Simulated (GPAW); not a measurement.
C:

```
C
1.0
     0.00000    1.78337    1.78337
     1.78337    0.00000    1.78337
     1.78337    1.78337    0.00000
C
2
Direct
  0.75000 0.75000 0.75000
  0.50000 0.50000 0.50000
```

This isn't the form of C at room conditions, which is graphite.

- Program: GPAW 26.7.0
- Task: relaxation of cell and atoms
- Functional: PBEsol
- Dispersion: D4
- Potentials or basis: PAW data sets generated in the run's folder for this functional
- Cutoff: 800 eV
- Basis: pw
- k mesh: 13 × 13 × 13
- Occupations: fermi-dirac, width 0.05 eV
- Spin: no spin polarisation

At the start: pressure -8.2 GPa; volume 5.67 Å³/atom.

Q: How do energy, volume and symmetry change on relaxing?

A: Over 3 steps the energy falls by 2.1 meV/atom and the volume is 5.57 Å³/atom (-1.8 %); space group Fd-3m (No. 227, to 0.05 Å).

Step by step:
```tsv
step	energy change (eV)	largest force (eV/Å)	pressure (GPa)	volume (Å³)
1	0.0000	0.0000	-8.18	11.34
2	-0.0027	0.0000	-5.49	11.27
3	-0.0043	0.0000	0.09	11.13
```

Final structure:
```
C
1.0
     0.00000    1.77232    1.77232
     1.77232    0.00000    1.77232
     1.77232    1.77232    0.00000
C
2
Direct
  0.75000 0.75000 0.75000
  0.50000 0.50000 0.50000
```

The cell as given is a measured one (5.67 Å³/atom); PBEsol+D4 puts the equilibrium volume -1.8 % from it, thermal expansion not counted.

Caveat: later steps reuse the first step's grids.
